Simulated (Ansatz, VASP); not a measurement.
# Two plane-wave programs on Sn

Contents of INCAR:

```
SYSTEM = Sn
PREC     = Accurate       ! precision mode
ENCUT    = 520            ! plane-wave cutoff, eV
EDIFF    = 1E-7           ! SCF threshold, eV
ISMEAR   = 0              ! smearing method
SIGMA    = 0.15           ! smearing width, eV
LREAL    = .FALSE.        ! projectors in reciprocal space
LASPH    = .TRUE.         ! aspherical terms in the spheres
NELM     = 80             ! most SCF steps
ALGO     = Fast           ! electronic algorithm
ISIF     = 2              ! what is computed and relaxed
LWAVE    = .FALSE.        ! write WAVECAR
LCHARG   = .TRUE.         ! write CHGCAR
LELF     = .TRUE.         ! ELF
LVHAR    = .TRUE.       
NBANDS   = 13             ! bands
```

The input KPOINTS:

```
Automatic mesh
0
G
  18 18 18
  0 0 0
```

The input POSCAR:

```
Sn
1.0
   -1.8946518192      1.8946518192      1.7051866373
    1.8946518192     -1.8946518192      1.7051866373
    1.8946518192      1.8946518192     -1.7051866373
Sn
1
Direct
    0.0000000000      0.0000000000      0.0000000000
```

Input for Ansatz:

```yaml
crystal:
  lattice:
    - [-1.8946518192, 1.8946518192, 1.7051866373]
    - [1.8946518192, -1.8946518192, 1.7051866373]
    - [1.8946518192, 1.8946518192, -1.7051866373]
  atoms:
    - { symbol: Sn, position: [0.0, 0.0, 0.0] }
basis:
  ecutwfc: 420
kpoints:
  mp_grid: { grid: [18, 18, 18] }
hamiltonian:
  xc: lda
scf:
  occupations: { method: gaussian, width: 0.15 }
output:
  forces: true
  stress: true
  eigenvalues: true
```

Change from the starting cell: strain -0.1000 x Voigt [0, 0, 1, 0, 0, 0], atoms carried along.

Alike in both runs: task single point; functional LDA; k mesh 18 × 18 × 18; occupations gaussian, width 0.15 eV; no spin polarisation.

|  | VASP | Ansatz |
| --- | --- | --- |
| version | VASP 6.6.1 | Ansatz 0.2.0 |
| potentials or method | VASP PAW LDA potentials, release 64 (Sn_d) | scalar-relativistic, plane waves, PAW |
| plane-wave cutoff (eV) | 520 | 420 |
| valence electrons in the cell | 14 | 14 |

```csv
,VASP,Ansatz,Ansatz less VASP
gap on the k mesh at the Fermi level (eV),none,none,-
pressure (GPa),2.9,2.8,-0.04
largest component of the traceless stress (GPa),0.12,0.12,0.000
```

A gap of «none» marks a metal or a gap that the smearing closes.
